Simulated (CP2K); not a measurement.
# Ca (I4/mmm) in CP2K: reference runs, part 2 of 2

CP2K 2026.2.

## Step 5: Single point, PBE, 41.86 Å³/atom (volume scaled by 0.98)

ca_eos.inp

```
&GLOBAL
  PROJECT ca_eos
  RUN_TYPE ENERGY_FORCE
  PRINT_LEVEL LOW
&END GLOBAL
&FORCE_EVAL
  METHOD QS
  STRESS_TENSOR ANALYTICAL
  &DFT
    BASIS_SET_FILE_NAME BASIS_MOLOPT_UZH
    POTENTIAL_FILE_NAME POTENTIAL_UZH
    WFN_RESTART_FILE_NAME previous-RESTART.kp
    &MGRID
      CUTOFF 450
      REL_CUTOFF 60
      NGRIDS 4
    &END MGRID
    &QS
      METHOD GPW
      EPS_DEFAULT 1.0E-10
    &END QS
    &KPOINTS
      SCHEME MONKHORST-PACK 9 9 9
      GAMMA_CENTERED T
      SYMMETRY T
      SYMMETRY_BACKEND SPGLIB
    &END KPOINTS
    &SCF
      SCF_GUESS RESTART
      EPS_SCF 1.0E-6
      MAX_SCF 100
      ADDED_MOS 8
      CHOLESKY OFF
      EPS_EIGVAL 1.0E-7
      &DIAGONALIZATION ON
        ALGORITHM STANDARD
      &END DIAGONALIZATION
      &MIXING ON
        METHOD BROYDEN_MIXING
        ALPHA 0.4
        BETA 1.5
        NBUFFER 8
      &END MIXING
      &SMEAR ON
        METHOD FERMI_DIRAC
        ELECTRONIC_TEMPERATURE [K] 580.226
      &END SMEAR
    &END SCF
    &XC
      &XC_FUNCTIONAL PBE
      &END XC_FUNCTIONAL
    &END XC
    &PRINT
      &KPOINTS ON
      &END KPOINTS
      &MULLIKEN ON
      &END MULLIKEN
      &MO ON
        ENERGIES T
        OCCUPATION_NUMBERS T
        &EACH
          QS_SCF 0
        &END EACH
        ADD_LAST NUMERIC
      &END MO
    &END PRINT
  &END DFT
  &SUBSYS
    &CELL
      ABC 3.7886859810 3.7886859810 3.7886859811
      ALPHA_BETA_GAMMA 109.3598467242 109.3598467246 109.6941988181
      PERIODIC XYZ
    &END CELL
    &COORD
      Ca  1.2559495295 1.7835327736 0.0000000000
    &END COORD
    &KIND Ca
      BASIS_SET TZVP-MOLOPT-PBE-GTH-q10
      POTENTIAL GTH-PBE-q10
    &END KIND
    &PRINT
      &ATOMIC_COORDINATES ON
      &END ATOMIC_COORDINATES
      &CELL ON
      &END CELL
      &SYMMETRY ON
      &END SYMMETRY
    &END PRINT
  &END SUBSYS
  &PRINT
    &FORCES ON
    &END FORCES
    &STRESS_TENSOR ON
    &END STRESS_TENSOR
  &END PRINT
&END FORCE_EVAL
```

The run is started by

```sh
OMP_NUM_THREADS=1 cp2k.psmp -i ca_eos.inp -o ca_eos.out
```

Run time: 9.5 s. Hardware: 1 thread of Arm Neoverse V1, shared host; peak memory 0.24 GiB.

The run converged. Its results:

```
Free energy            : -999.6684 eV
Pressure               : 0.4 GPa
Band gap on the k mesh : none (metal or under the smearing width)
```

Caveat: the basis of atomic orbitals isn't converged, which shifts pressures, moduli and gaps.

## Step 6: Single point, PBE, 43.57 Å³/atom (volume scaled by 1.02)

ca_eos.inp: that of step 5 with these lines changed.

```diff
@@ -69,4 +69,4 @@
     &CELL
-      ABC 3.7886859810 3.7886859810 3.7886859811
-      ALPHA_BETA_GAMMA 109.3598467242 109.3598467246 109.6941988181
+      ABC 3.8395468955 3.8395468955 3.8395468955
+      ALPHA_BETA_GAMMA 109.3598467251 109.3598467242 109.6941988186
       PERIODIC XYZ
@@ -74,3 +74,3 @@
     &COORD
-      Ca  1.2559495295 1.7835327736 0.0000000000
+      Ca  1.2728099243 1.8074756679 0.0000000000
     &END COORD
```

Potentials or basis: POTENTIAL_UZH Ca GTH-PBE-q10; TZVP-MOLOPT-PBE-GTH basis.

The run is started by

```sh
OMP_NUM_THREADS=1 cp2k.psmp -i ca_eos.inp -o ca_eos.out
```

It took 9 s on 1 thread of Arm Neoverse V1, shared host; peak memory 0.24 GiB.

It converged, with:

* Free energy: -999.6685 eV
* Pressure: -0.3 GPa
* Band gap on the k mesh: none (metal or under the smearing width)

Caveat: the basis of atomic orbitals isn't converged, which shifts pressures, moduli and gaps.

## Step 7: Single point, PBE, 41.01 Å³/atom (volume scaled by 0.96)

ca_eos.inp: that of step 6 with these lines changed.

```diff
@@ -69,4 +69,4 @@
     &CELL
-      ABC 3.8395468955 3.8395468955 3.8395468955
-      ALPHA_BETA_GAMMA 109.3598467251 109.3598467242 109.6941988186
+      ABC 3.7627352626 3.7627352626 3.7627352626
+      ALPHA_BETA_GAMMA 109.3598467238 109.3598467251 109.6941988190
       PERIODIC XYZ
@@ -74,3 +74,3 @@
     &COORD
-      Ca  1.2728099243 1.8074756679 0.0000000000
+      Ca  1.2473468654 1.7713164124 0.0000000000
     &END COORD
```

The run is started by

```sh
OMP_NUM_THREADS=1 cp2k.psmp -i ca_eos.inp -o ca_eos.out
```

Wall time 12 s (1 thread of Arm Neoverse V1, shared host); peak memory 0.25 GiB.

The run converged. Its results:

```
Free energy            : -999.6654 eV
Pressure               : 0.8 GPa
Band gap on the k mesh : none (metal or under the smearing width)
```

Caveat: the basis of atomic orbitals isn't converged, which shifts pressures, moduli and gaps.

## Step 8: Single point, PBE, 44.43 Å³/atom (volume scaled by 1.04)

ca_eos.inp: that of step 7 with these lines changed.

```diff
@@ -69,4 +69,4 @@
     &CELL
-      ABC 3.7627352626 3.7627352626 3.7627352626
-      ALPHA_BETA_GAMMA 109.3598467238 109.3598467251 109.6941988190
+      ABC 3.8644797168 3.8644797169 3.8644797168
+      ALPHA_BETA_GAMMA 109.3598467246 109.3598467243 109.6941988180
       PERIODIC XYZ
@@ -74,3 +74,3 @@
     &COORD
-      Ca  1.2473468654 1.7713164124 0.0000000000
+      Ca  1.2810751554 1.8192128518 0.0000000000
     &END COORD
```

The run is started by

```sh
OMP_NUM_THREADS=1 cp2k.psmp -i ca_eos.inp -o ca_eos.out
```

It took 11 s on 1 thread of Arm Neoverse V1, shared host; peak memory 0.25 GiB.

Results (log left out):

```yaml
Free_energy: -999.6658 eV
Pressure: -0.7 GPa
Band_gap_on_the_k_mesh: none (metal or under the smearing width)
```

Caveat: the basis of atomic orbitals isn't converged, which shifts pressures, moduli and gaps.

## Step 9: Single point, PBE, 40.16 Å³/atom (volume scaled by 0.94)

ca_eos.inp: that of step 8 with these lines changed.

```diff
@@ -69,4 +69,4 @@
     &CELL
-      ABC 3.8644797168 3.8644797169 3.8644797168
-      ALPHA_BETA_GAMMA 109.3598467246 109.3598467243 109.6941988180
+      ABC 3.7364215677 3.7364215678 3.7364215678
+      ALPHA_BETA_GAMMA 109.3598467251 109.3598467241 109.6941988176
       PERIODIC XYZ
@@ -74,3 +74,3 @@
     &COORD
-      Ca  1.2810751554 1.8192128518 0.0000000000
+      Ca  1.2386238748 1.7589291790 0.0000000000
     &END COORD
```

Potentials or basis: POTENTIAL_UZH Ca GTH-PBE-q10; TZVP-MOLOPT-PBE-GTH basis.

The run is started by

```sh
OMP_NUM_THREADS=1 cp2k.psmp -i ca_eos.inp -o ca_eos.out
```

Run time: 12 s. Hardware: 1 thread of Arm Neoverse V1, shared host; peak memory 0.22 GiB.

It converged, with:

```yaml
Free_energy: -999.6601 eV
Pressure: 1.2 GPa
Band_gap_on_the_k_mesh: none (metal or under the smearing width)
```

Caveat: the basis of atomic orbitals isn't converged, which shifts pressures, moduli and gaps.

## Step 10: Single point, PBE, 45.28 Å³/atom (volume scaled by 1.06)

ca_eos.inp: that of step 9 with these lines changed.

```diff
@@ -69,4 +69,4 @@
     &CELL
-      ABC 3.7364215677 3.7364215678 3.7364215678
-      ALPHA_BETA_GAMMA 109.3598467251 109.3598467241 109.6941988176
+      ABC 3.8890949009 3.8890949010 3.8890949010
+      ALPHA_BETA_GAMMA 109.3598467239 109.3598467246 109.6941988181
       PERIODIC XYZ
@@ -74,3 +74,3 @@
     &COORD
-      Ca  1.2386238748 1.7589291790 0.0000000000
+      Ca  1.2892350898 1.8308005072 0.0000000000
     &END COORD
```

The run is started by

```sh
OMP_NUM_THREADS=1 cp2k.psmp -i ca_eos.inp -o ca_eos.out
```

Run time: 11 s. Hardware: 1 thread of Arm Neoverse V1, shared host; peak memory 0.25 GiB.

It converged, with:

* Free energy: -999.6615 eV
* Pressure: -1.0 GPa
* Band gap on the k mesh: none (metal or under the smearing width)

Caveat: the basis of atomic orbitals isn't converged, which shifts pressures, moduli and gaps.

## Step 11: Equation of state, PBE

Potentials or basis: POTENTIAL_UZH Ca GTH-PBE-q10; TZVP-MOLOPT-PBE-GTH basis.

This step only gathers the single runs of the series.

Results:

```
Equilibrium volume                        : 42.72 Å³/atom
Bulk modulus at fixed shape and positions : 17.9 GPa
Pressure derivative of the bulk modulus   : 3.1
```

Energy against volume, from the lowest point:
```tsv
volume (Å³/atom)	energy (meV/atom)
40.155	9.31
41.009	4.03
41.864	0.97
42.718	0.00
43.573	0.94
44.427	3.63
45.281	7.94
```

Caveat: the cell was scaled at fixed shape and fractional positions, which overstates the stiffness of a crystal with free parameters, most of all of layers and chains; the basis of atomic orbitals isn't converged, which shifts pressures, moduli and gaps.

## Step 12: Overview

| task | cell | gap on the mesh (eV) | pressure (GPa) |
| --- | --- | --- | --- |
| single point | as given | none | 0.0 |
| single point | cell strained at random at fixed volume | none | 0.0 |
| equation of state | as given | - | - |

Alike in all rows: level PBE; potentials or basis POTENTIAL_UZH Ca GTH-PBE-q10; TZVP-MOLOPT-PBE-GTH basis; no spin polarisation; k mesh 9 × 9 × 9; smearing fermi-dirac 0.05 eV.

Caveats: the basis of atomic orbitals isn't converged, which shifts pressures, moduli and gaps; the cell was scaled at fixed shape and fractional positions, which overstates the stiffness of a crystal with free parameters, most of all of layers and chains (some runs).

Absolute energies hang on the potentials; compare differences alone.
